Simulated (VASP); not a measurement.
KCl (Sylvite): band structure with HSE06

**Measured values to compare with.**

A printed reference work, monograph reports, for a bulk crystal of KCl: band gap 8.68 eV.

Crystal: KCl (Sylvite).

```xyz
2
Lattice="0.0000 3.1270 3.1270 3.1270 0.0000 3.1270 3.1270 3.1270 0.0000" Properties=species:S:1:pos:R:3 pbc="T T T"
K     0.0000    0.0000    0.0000
Cl    3.1270    3.1270    3.1270
```

```json
{
 "Program": "VASP 6.6.1",
 "Task": "band structure",
 "Functional": "HSE06",
 "Potentials or basis": "VASP PAW PBE potentials, release 64 (K_sv, Cl)",
 "Cutoff": "520 eV",
 "k mesh": "6 × 6 × 6",
 "Occupations": "gaussian, width 0.03 eV",
 "Spin": "no spin polarisation",
 "Grid for exact exchange (PRECFOCK)": "Fast",
 "Screening parameter": "0.2 1/A",
 "Further INCAR settings": "ALGO = Normal; EDIFF = 1e-06; NBANDS = 15"
}
```

The pressure is 0.9 GPa and the band gap on the k mesh is 6.59 eV, direct. The band gap along the path is 6.59 eV, direct.

Levels at points of the mesh, in eV from the valence-band top:
```csv
k point,band 4,band 5,band 6,band 7,band 8,band 9,band 10,band 11,band 12,band 13
"(0.00, 0.00, 0.00)",-11.32,-11.32,0.00,0.00,0.00,6.59,9.95,9.95,9.95,10.97
"(0.50, 0.00, 0.00)",-11.33,-11.09,-1.14,-0.35,-0.35,8.98,10.21,12.41,12.41,12.99
"(0.50, 0.50, 0.00)",-11.39,-11.39,-0.72,-0.25,-0.25,7.91,9.94,11.64,12.09,12.53
```

It took 6 min on 4 MPI ranks on AMD EPYC 9R45 96-Core Processor (Zen 5), with other jobs on the host, peak memory 0.32 GiB a rank.

Against the measured gap of KCl, 8.68 eV (a printed reference work, monograph), the calculated 6.59 eV is off by -2.09 eV. The value is that of HSE06, without temperature or zero-point motion.

Caveat: the PAW data sets were made with another functional, which shifts forces and pressure a little.
